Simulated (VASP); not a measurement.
Input of a VASP 6.6.1 run:

Contents of POSCAR:

```
H24C9F4
1.0
    7.4476350000      0.0000000000      0.0000000000
    0.0000000000      7.4476350000      0.0000000000
    0.0000000000      0.0000000000      7.4476350000
C F H
9 4 24
Direct
    0.6540208856      0.8021038874      0.1195167314
    0.4887198724      0.6473441859      0.6701538379
    0.4448880418      0.4757158263      0.7742404790
    0.0845765658      0.5937669688      0.3564570514
    0.0831093606      0.5160929293      0.1672263578
    0.1606985817      0.0759609365      0.8908580885
    0.0919780669     -0.0345320823      0.7325901289
    0.7553928053      0.2512236186      0.4552004737
    0.6655917953      0.0939275769      0.5502114759
    0.7697704872      0.9073119092      0.2023238573
    0.5033199706      0.8912838402      0.0870121218
    0.7263072408      0.7477686536     -0.0344709568
    0.6175136589      0.6605750613      0.2217035887
    0.4548057852      0.7671607612      0.7469268269
    0.6322974763      0.6557730022      0.6376229587
    0.4133251068      0.6537010212      0.5441089579
    0.4680351169      0.3565257682      0.6927690284
    0.5282727101      0.4619753222      0.8951209391
    0.3038746948      0.4724389256      0.8158795360
    0.1330029642      0.7328039173      0.3572954382
   -0.0497134648      0.5928724539      0.4173745068
    0.1728823751      0.5146831169      0.4442730604
    0.0493108198      0.3732266148      0.1695569014
   -0.0145599751      0.5839476378      0.0806697766
    0.2151253449      0.5291606213      0.1033386498
    0.0902085958      0.2049011221      0.8993553025
    0.1404513921      0.0053427476      1.0184806713
    0.3037334235      0.1050813486      0.8791165627
    0.1634481628     -0.1623395847      0.7197346996
   -0.0502983298     -0.0647054321      0.7475577257
    0.1083457049      0.0382583386      0.6055637944
    0.8899467319      0.2752447824      0.5079361910
    0.7678247612      0.2269904651      0.3113849111
    0.6790696441      0.3751815236      0.4719419770
    0.5287202787      0.0720856371      0.5016367280
    0.7404063191     -0.0302192581      0.5299254919
    0.6585628287      0.1164835355      0.6947425291
```

File INCAR.step1:

```
ALGO = Normal
EDIFF = 1E-4
ENCUT = 520
GGA = PE
ISMEAR = -1
LASPH = True
LCHARG = False
LREAL = Auto
LWAVE = True
NBANDS = 68
NELM = 60
PREC = Accurate
SIGMA = 0.02
```

File INCAR.step2:

```
ALGO = Normal
EDIFF = 1E-7
ENCUT = 520
ISIF = 2
ISMEAR = -1
ISTART = 1
IVDW = 12
LASPH = True
LCHARG = False
LMIXTAU = True
LREAL = Auto
LWAVE = False
METAGGA = R2SCAN
NBANDS = 68
NELM = 60
PREC = Accurate
SIGMA = 0.02
VDW_A1 = 0.49484001
VDW_A2 = 5.73083694
VDW_S6 = 1.0
VDW_S8 = 0.78981345
```

The input KPOINTS:

```
k-points
0
Gamma
  1 1 1
```

Potentials or basis: VASP PAW PBE potentials, release 64 (C, F, H).

Launch:

```console
$ cat potpaw_PBE.64/C/POTCAR potpaw_PBE.64/F/POTCAR potpaw_PBE.64/H/POTCAR > POTCAR
$ cp INCAR.step1 INCAR
$ mpirun -np 1 vasp_gam > vasp.out
$ cp INCAR.step2 INCAR
$ mpirun -np 1 vasp_gam > vasp.out
```

Q: Estimate the largest force.

A: 0.678 eV/Å.

Q: Predict the dispersion energy per atom.

A: -0.017 eV.

Q: What does it give for the band gap on the k mesh?

A: 7.37 eV, direct.

Forces on the atoms (eV/Å):
```
C   -0.040 -0.240 -0.143
C    0.143 -0.156 -0.089
C   -0.047  0.150  0.031
C   -0.052  0.035  0.136
C    0.047 -0.005 -0.043
C   -0.152  0.015 -0.029
C    0.118 -0.013  0.016
C   -0.051 -0.007  0.040
C    0.010  0.014 -0.063
F    0.442  0.405  0.317
F   -0.322  0.222 -0.085
F    0.077 -0.093 -0.270
F   -0.058 -0.314  0.182
H    0.004  0.045  0.034
H   -0.227 -0.046  0.042
H    0.095 -0.012  0.097
H   -0.008 -0.014 -0.043
H   -0.123  0.044 -0.105
H    0.115  0.040 -0.032
H   -0.041 -0.104  0.018
H    0.182  0.006 -0.109
H   -0.113  0.124 -0.080
H   -0.012  0.062 -0.025
H    0.113 -0.062  0.056
H   -0.119 -0.030  0.095
H    0.056 -0.115  0.006
H   -0.016  0.029 -0.051
H    0.033  0.011 -0.030
H   -0.057  0.091  0.029
H   -0.026 -0.025  0.019
H    0.020 -0.052  0.061
H    0.048 -0.003  0.015
H    0.006 -0.013 -0.068
H   -0.004  0.002  0.010
H    0.001  0.004 -0.002
H   -0.011 -0.014 -0.013
H   -0.028  0.017  0.077
```

Caveat: the PAW data sets were made with another functional, which shifts forces and pressure a little. r2SCAN opens gaps a little over a GGA but as a rule still falls short of measured ones.
